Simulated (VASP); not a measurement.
# PbSe (Clausthalite) (Fm-3m) in VASP: settings compared

Aim: see how the results for PbSe (Clausthalite) move with the level of theory and the settings. Levels: r2SCAN, PBEsol. Tasks: single point, relaxation of cell and atoms.

Program: VASP 6.6.1. These are calculated values, not measurements. Logs are shortened: lines on timing, memory, paths and dates and some standing lists are left out, and cuts for length are marked.

**Experimental background.**

A printed reference work, monograph reports, for a bulk crystal of PbSe at 300 K: band gap 0.28 eV (direct).

The runs below are set against these values where they give the same quantity.

## (1) The cell of the first run

Symmetry: Fm-3m, No. 225, cubic system. Conventional cell: a = 6.103 Å, b = 6.103 Å, c = 6.103 Å, α = 90.00°, β = 90.00°, γ = 90.00°. Pb (site symmetry m-3m) has 6 Se at 3.05 Å within 4.0 Å. Within 4.0 Å of Se (site symmetry m-3m) lie 6 Pb at 3.05 Å.

## (2) Single point, r2SCAN

File POSCAR:

```
PbSe
1.0
    0.0000000000      3.0515521252      3.0515521252
    3.0515521252      0.0000000000      3.0515521252
    3.0515521252      3.0515521252      0.0000000000
Pb Se
1 1
Direct
    0.0000000000      0.0000000000      0.0000000000
    0.5000000000      0.5000000000      0.5000000000
```

File INCAR.step1:

```
PREC = Accurate
ENCUT = 520
ISMEAR = 0
SIGMA = 0.01
LREAL = F
LASPH = T
NELM = 80
NBANDS = 17
GGA = PE
ALGO = Normal
EDIFF = 1E-4
LWAVE = T
LCHARG = F
```

File INCAR.step2:

```
PREC = Accurate
ENCUT = 520
EDIFF = 1E-6
ISMEAR = 0
SIGMA = 0.01
LREAL = F
LASPH = T
NELM = 80
ALGO = Normal
ISIF = 2
LWAVE = F
LCHARG = F
METAGGA = R2SCAN
LMIXTAU = T
NBANDS = 17
ISTART = 1
```

File KPOINTS:

```
Automatic mesh
0
Gamma
  10 10 10
```

Potentials or basis: VASP PAW PBE potentials, release 64 (Pb_d, Se).

Command:

```console
cat potpaw_PBE.64/Pb_d/POTCAR potpaw_PBE.64/Se/POTCAR > POTCAR
cp INCAR.step1 INCAR
mpirun -np 1 vasp_std > vasp.out
cp INCAR.step2 INCAR
mpirun -np 1 vasp_std > vasp.out
```

OUTCAR:

```text
PREC = Accurate
   ENCUT = 520
   EDIFF = 1E-6
   ISMEAR = 0
   LREAL = F
   LASPH = T
   NELM = 80
   ISIF = 2
   METAGGA = R2SCAN
   ISTART = 1

 ion  position               nearest neighbor table
   1  0.000  0.000  0.000-   2 3.05   2 3.05   2 3.05   2 3.05   2 3.05   2 3.05
   2  0.500  0.500  0.500-   1 3.05   1 3.05   1 3.05   1 3.05   1 3.05   1 3.05

  LATTYP: Found a face centered cubic cell.
 ALAT       =     6.1031042504

  Lattice vectors:

 A1 = (   0.0000000000,   3.0515521252,   3.0515521252)
 A2 = (   3.0515521252,   0.0000000000,   3.0515521252)
 A3 = (   3.0515521252,   3.0515521252,   0.0000000000)

Analysis of symmetry for initial positions (statically):
=====================================================================
 Subroutine PRICEL returns:
 Original cell was already a primitive cell.

 Routine SETGRP: Setting up the symmetry group for a
 face centered cubic supercell.

 Subroutine GETGRP returns: Found 48 space group operations
 (whereof 48 operations were pure point group operations)
 out of a pool of 48 trial point group operations.

The static configuration has the point symmetry O_h .

Analysis of symmetry for dynamics (positions and initial velocities):
=====================================================================
 Subroutine PRICEL returns:
 Original cell was already a primitive cell.

 Routine SETGRP: Setting up the symmetry group for a
 face centered cubic supercell.

 Subroutine GETGRP returns: Found 48 space group operations
 (whereof 48 operations were pure point group operations)
 out of a pool of 48 trial point group operations.

The dynamic configuration has the point symmetry O_h .

 Subroutine INISYM returns: Found 48 space group operations
 (whereof 48 operations are pure point group operations),
 and found     1 'primitive' translations

----------------------------------------------------------------------------------------

                                     Primitive cell

  volume of cell :      56.8319

  direct lattice vectors                    reciprocal lattice vectors
     0.000000000  3.051552125  3.051552125    -0.163851043  0.163851043  0.163851043
     3.051552125  0.000000000  3.051552125     0.163851043 -0.163851043  0.163851043
     3.051552125  3.051552125  0.000000000     0.163851043  0.163851043 -0.163851043

  length of vectors
     4.315546402  4.315546402  4.315546402     0.283798332  0.283798332  0.283798332

  position of ions in fractional coordinates (direct lattice)
     0.000000000  0.000000000  0.000000000
     0.500000000  0.500000000  0.500000000

  ion indices of the primitive-cell ions
   primitive index   ion index
                 1           1
                 2           2

----------------------------------------------------------------------------------------

 KPOINTS: Automatic mesh

Automatic generation of k-mesh.
 Grid dimensions read from file:
 generate k-points for:   10   10   10

 Generating k-lattice:

  Cartesian coordinates                     Fractional coordinates (reciprocal lattice)
    -0.016385104  0.016385104  0.016385104     0.100000000  0.000000000  0.000000000
     0.016385104 -0.016385104  0.016385104     0.000000000  0.100000000  0.000000000
     0.016385104  0.016385104 -0.016385104     0.000000000  0.000000000  0.100000000

  Length of vectors
     0.028379833  0.028379833  0.028379833

  Shift w.r.t. Gamma in fractional coordinates (k-lattice)
     0.000000000  0.000000000  0.000000000

 Subroutine IBZKPT returns following result:
 ===========================================

 Found     47 irreducible k-points:

 Following reciprocal coordinates:
            Coordinates               Weight
  0.000000  0.000000  0.000000      1.000000
  0.100000  0.000000  0.000000      8.000000
  0.200000  0.000000  0.000000      8.000000
  0.300000  0.000000  0.000000      8.000000
  0.400000  0.000000  0.000000      8.000000
  0.500000  0.000000  0.000000      4.000000
[... 16 lines left out ...]
  0.300000  0.300000  0.000000      6.000000
  0.400000  0.300000  0.000000     24.000000
 [... further k-points ...]
   k-points           NKPTS =     47   k-points in BZ     NKDIM =     47   number of bands    NBANDS=     17
   number of dos      NEDOS =    301   number of ions     NIONS =      2
   total plane-waves  NPLWV =  32768
   dimension x,y,z NGX =    32 NGY =   32 NGZ =   32
   dimension x,y,z NGXF=    64 NGYF=   64 NGZF=   64
   ions per type =               1   1
   NGX,Y,Z   is equivalent  to a cutoff of  12.33, 12.33, 12.33 a.u.
   NGXF,Y,Z  is equivalent  to a cutoff of  24.65, 24.65, 24.65 a.u.
 SYSTEM =  unknown system
   PREC   = accura    normal or accurate (medium, high low for compatibility)
   ISTART =      1    job   : 0-new  1-cont  2-samecut
   ICHARG =      0    charge: 1-file 2-atom 10-const
   ISPIN  =      1    spin polarized calculation?
   LNONCOLLINEAR =      F non collinear calculations
   LSORBIT =      F    spin-orbit coupling
   LASPH  =      T    aspherical Exc in radial PAW
   ENCUT  =  520.0 eV  38.22 Ry    6.18 a.u.   8.02  8.02  8.02*2*pi/ulx,y,z
   NELM   =     80;   NELMIN=  2; NELMDL=  0     # of ELM steps
   EDIFF  = 0.1E-05   stopping-criterion for ELM
   LREAL  =      F    real-space projection
   EDIFFG = 0.1E-04   stopping-criterion for IOM
   NSW    =      0    number of steps for IOM
   IBRION =     -1    ionic relax: 0-MD 1-quasi-New 2-CG
   NFREE  =      0    steps in history (QN), initial steepest desc. (CG)
   ISIF   =      2    stress and relaxation
   ISYM   =      2    0-nonsym 1-usesym 2-fastsym
   POTIM  = 0.5000    time-step for ionic-motion
   TEBEG  =    0.0;   TEEND  =   0.0 temperature during run
   PSTRESS=    0.0 pullay stress
   NELECT =      20.0000    total number of electrons
   NUPDOWN=      -1.0000    fix difference up-down
   EMIN   =  10.00;   EMAX   =-10.00  energy-range for DOS
   EFERMI =   0.00;   METHOD = LEGACY
   ISMEAR =     0;   SIGMA  =   0.01  broadening in eV -4-tet -1-fermi 0-gaus
   EFERMI_NEDOS =   21; number of points for ismear=-14 and -15
   IALGO  =     38    algorithm
   IMIX   =      4    mixing-type and parameters
     AMIX     =   0.40;   BMIX     =  1.00
     AMIX_MAG =   1.60;   BMIX_MAG =  1.00
  volume/ion in A,a.u.               =      28.42       191.76
  Fermi-wavevector in a.u.,A,eV,Ry     =   1.155812  2.184169 18.176056  1.335902
  Thomas-Fermi vector in A             =   2.292438
   LORBIT       =      0    0 simple, 1 ext, 2 COOP (PROOUT), +10 PAW based schemes
   METAGGA = R2SCAN    functional components
   LHFCALC =     F    Hartree Fock is set to
   AEXX    =    0.0000 exact exchange contribution
   IVDW    =     0    specifies the selected vdW correction
   LEPSILON=     F    determine dielectric tensor
   LRPA    =     F    only Hartree local field effects (RPA)
 non-spin polarized calculation
 Gauss-broadening in eV      SIGMA  =   0.01
  energy-cutoff  :      520.00
  volume of cell :       56.83
 maximum number of plane-waves:      1544
   NGX = 17   NGY = 17   NGZ = 17

 number of electron      20.0000003 magnetization

 Free energy of the ion-electron system (eV)
  ---------------------------------------------------
  ext. energy  EPLUGINS =         0.00000000
  ---------------------------------------------------
  free energy    TOTEN  =       -71.92519214 eV

  energy without entropy =      -71.92519214  energy(sigma->0) =      -71.92519214

 E-fermi :   5.1500     XC(G=0): -10.1124

 val. band max:        5.0451872143   @ k =   0.5000   0.0000   0.0000
 cond. band min:       5.5925531163   @ k =   0.5000   0.0000   0.0000
 fundamental gap:      0.5473659020
 Fermi energy:         5.1499530401

 k-point     1 :       0.0000    0.0000    0.0000
  band No.  band energies     occupation
      1     -12.4512      2.00000
      2     -12.4512      2.00000
      3     -12.4512      2.00000
      4     -12.4486      2.00000
      5     -12.4486      2.00000
      6      -9.1994      2.00000
[... 9 lines left out ...]
     16      11.9675      0.00000
     17      13.6380      0.00000

 k-point     2 :       0.1000    0.0000    0.0000
  band No.  band energies     occupation
      1     -12.4520      2.00000
      2     -12.4519      2.00000
      3     -12.4508      2.00000
      4     -12.4474      2.00000
      5     -12.4473      2.00000
      6      -9.1191      2.00000
[... 9 lines left out ...]
     16      12.2048      0.00000
     17      14.5086      0.00000

 k-point     3 :       0.2000    0.0000    0.0000
  band No.  band energies     occupation
      1     -12.4588      2.00000
      2     -12.4588      2.00000
      3     -12.4500      2.00000
      4     -12.4390      2.00000
      5     -12.4390      2.00000
      6      -8.8903      2.00000
[... 9 lines left out ...]
     16      12.8046      0.00000
     17      16.0510      0.00000

 k-point     4 :       0.3000    0.0000    0.0000
  band No.  band energies     occupation
      1     -12.4673      2.00000
      2     -12.4673      2.00000
      3     -12.4491      2.00000
      4     -12.4285      2.00000
      5     -12.4285      2.00000
      6      -8.5578      2.00000
[... 9 lines left out ...]
     16      13.7147      0.00000
     17      17.4815      0.00000
[... 343 lines left out ...]
      1     -12.4750      2.00000
      2     -12.4666      2.00000
      3     -12.4461      2.00000
      4     -12.4343      2.00000
      5     -12.4275      2.00000
      6      -8.4349      2.00000
[... 9 lines left out ...]
     16      15.1666      0.00000
     17      15.7304      0.00000

 k-point    23 :       0.3000    0.3000    0.0000
  band No.  band energies     occupation
      1     -12.5300      2.00000
      2     -12.4633      2.00000
      3     -12.4358      2.00000
      4     -12.4217      2.00000
      5     -12.4217      2.00000
      6      -8.3085      2.00000
[... 9 lines left out ...]
     16      15.6080      0.00000
     17      16.1515      0.00000

 k-point    24 :       0.4000    0.3000    0.0000
  band No.  band energies     occupation
      1     -12.5499      2.00000
      2     -12.4633      2.00000
      3     -12.4375      2.00000
      4     -12.4167      2.00000
      5     -12.4140      2.00000
      6      -8.0436      2.00000
[... 9 lines left out ...]
     16      16.3453      0.00000
     17      17.0574      0.00000

 [... further k-points ...]

------------------------ aborting loop because EDIFF is reached ----------------------------------------

  FORCE on cell =-STRESS in cart. coord.  units (eV):
  Direction    XX          YY          ZZ          XY          YZ          ZX
  --------------------------------------------------------------------------------------
  -------------------------------------------------------------------------------------
  Total        0.7340715      0.7340715      0.7340715      0.0000000      0.0000000      0.0000000
  in kB       20.6945771     20.6945771     20.6945771      0.0000000      0.0000000      0.0000000
  external PRESSURE =      20.6945771 kB  Pullay stress =       0.0000000 kB

 VOLUME and BASIS-vectors are now :
 -----------------------------------------------------------------------------
  energy-cutoff  :      520.00
  volume of cell :       56.83
      direct lattice vectors                 reciprocal lattice vectors
     0.000000000  3.051552125  3.051552125    -0.163851043  0.163851043  0.163851043
     3.051552125  0.000000000  3.051552125     0.163851043 -0.163851043  0.163851043
     3.051552125  3.051552125  0.000000000     0.163851043  0.163851043 -0.163851043

 POSITION                                       TOTAL-FORCE (eV/Angst)
 -----------------------------------------------------------------------------------
      0.00000      0.00000      0.00000        -0.000000     -0.000000     -0.000000
      3.05155      3.05155      3.05155         0.000000      0.000000      0.000000
 -----------------------------------------------------------------------------------
    total drift:                                0.000000     -0.000000     -0.000000

  FREE ENERGIE OF THE ION-ELECTRON SYSTEM (eV)
  ---------------------------------------------------
  free  energy   TOTEN  =       -71.9251921401 eV

  energy  without entropy=      -71.9251921401  energy(sigma->0) =      -71.92519214
```

Wall time 49 s (1 thread of Intel Xeon 6975P-C (Granite Rapids), shared host); peak memory 0.21 GiB.

What came out:

* Free energy: -71.9252 eV
* Pressure: 2.1 GPa
* Band gap on the k mesh: 0.55 eV, direct

Caveat: the PAW data sets were made with another functional, which shifts forces and pressure a little; spin-orbit coupling is left out, which moves the levels of the heavy elements.

## (3) Relaxation of cell and atoms, PBEsol

This run uses another cell than the first one, of 28.67 Å³/atom, 1.009 times its volume.

File INCAR:

```
SYSTEM = PbSe
PREC = Accurate
ENCUT = 600
EDIFF = 1E-6
ISMEAR = 0
SIGMA = 0.01
LREAL = .FALSE.
LASPH = .TRUE.
NELM = 80
ALGO = Normal
ISIF = 3
LWAVE = .FALSE.
LCHARG = .FALSE.
GGA = PS
IBRION = 2
NSW = 100
EDIFFG = -0.005
```

File KPOINTS:

```
Automatic mesh
0
G
  10 10 10
  0 0 0
```

File POSCAR:

```
PbSe
1.0
    0.0000000000      3.0606500000      3.0606500000
    3.0606500000      0.0000000000      3.0606500000
    3.0606500000      3.0606500000      0.0000000000
Pb Se
1 1
Direct
    0.0000000000      0.0000000000      0.0000000000
    0.5000000000      0.5000000000      0.5000000000
```

Potentials or basis: VASP PAW PBE potentials, release 64 (Pb_d, Se).

Command:

```console
cat potpaw_PBE.64/Pb_d/POTCAR potpaw_PBE.64/Se/POTCAR > POTCAR
mpirun -np 1 vasp_std > vasp.out
```

It took 52 s on 1 thread of Intel Xeon 6975P-C (Granite Rapids), shared host; peak memory 0.23 GiB.

It converged, with:

| Item | Value |
| --- | --- |
| Free energy | -8.9168 eV |
| Relaxed volume | 28.44 Å³/atom |
| Relaxed cell | a = 4.317 Å, b = 4.317 Å, c = 4.317 Å, α = 60.00°, β = 60.00°, γ = 60.00° |
| Space group after relaxing (to 0.05 Å) | Fm-3m (No. 225) |
| Energy gained by relaxing | 0.3 meV/atom |
| Ionic steps | 3 |
| Pressure after relaxing | 0.0 GPa |
| Band gap on the k mesh | 0.17 eV, direct |

Step by step:
| step | energy change (eV) | largest force (eV/Å) | pressure (GPa) | volume (Å³) |
| --- | --- | --- | --- | --- |
| 1 | 0.0000 | 0.0000 | -0.45 | 57.34 |
| 2 | -0.0005 | 0.0000 | 0.18 | 56.68 |
| 3 | -0.0007 | 0.0000 | 0.00 | 56.87 |

Final structure:
```
CELL_PARAMETERS angstrom
0.00000 3.05226 3.05226
3.05226 0.00000 3.05226
3.05226 3.05226 0.00000
ATOMIC_POSITIONS crystal
Pb 0.00000 0.00000 0.00000
Se 0.50000 0.50000 0.50000
```

Levels at points of the mesh, in eV from the valence-band top:
```csv
k point,band 7,band 8,band 9,band 10,band 11,band 12,band 13,band 14
"(0.00, 0.00, 0.00)",-6.33,-1.91,-1.91,-1.91,4.69,4.69,4.69,6.42
"(0.50, 0.00, 0.00)",-8.89,-1.50,-1.50,0.00,0.17,1.63,1.63,8.42
"(0.50, 0.50, 0.00)",-7.43,-5.10,-3.31,-3.31,3.54,5.61,5.61,6.04
```

Caveat: the PAW data sets were made with another functional, which shifts forces and pressure a little; spin-orbit coupling is left out, which moves the levels of the heavy elements.

## (4) Comparison with measurements

Step 2. Against the measured gap of PbSe, 0.28 eV (direct; 300 K; a printed reference work, monograph), the calculated 0.55 eV is off by +0.27 eV. 2 values of this kind are on record (0.15 to 0.28 eV); this one was drawn at random. Spin-orbit coupling on Pb, Se is left out. The value is that of r2SCAN on a finite k mesh, which can miss the band edges, without temperature or zero-point motion.
